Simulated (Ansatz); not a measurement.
SrVO3:

```
Sr V O
1.0
     3.84090    0.00000    0.00000
     0.00000    3.84090    0.00000
     0.00000    0.00000    3.84090
Sr V O
1 1 3
Direct
  0.50000 0.50000 0.50000
  0.00000 0.00000 0.00000
  0.00000 0.00000 0.50000
  0.00000 0.50000 0.00000
  0.50000 0.00000 0.00000
```

Base run:

```yaml
Program: Ansatz 0.2.0
Functional: r2SCAN
Potentials_or_basis: Ansatz PAW
Cutoff: 500 eV
Density_cutoff: 2000 eV
k_mesh: 7 × 7 × 7
Occupations: fermi-dirac, width 0.05 eV
Spin: collinear spin, ferromagnetic start
Starting_moments: "[0.0, 2.0, 0.0, 0.0, 0.0] μB"
```

Its results: band gap on the k mesh none (metal or under the smearing width); pressure 0.1 GPa; net moment 1.00 μB per cell.

Problem. The run is repeated on the same cell with these changes: functional from r2SCAN to PBE; cutoff from 500 eV to 420 eV; density cutoff from 2000 eV to 1680 eV. What comes out?

Solution. Band gap on the k mesh none (metal or under the smearing width); pressure 2.4 GPa; net moment 0.00 μB per cell.

Caveats: semilocal functionals often make such compounds metallic where correlation or magnetic order opens a gap, which also shifts bond lengths; the magnetic or orbital state may not be the lowest (some runs); the PAW data sets come from PBE, with cores solved anew for the run's functional, which leaves a small shift of forces and pressure (some runs).

Not every run made on this cell is shown here.
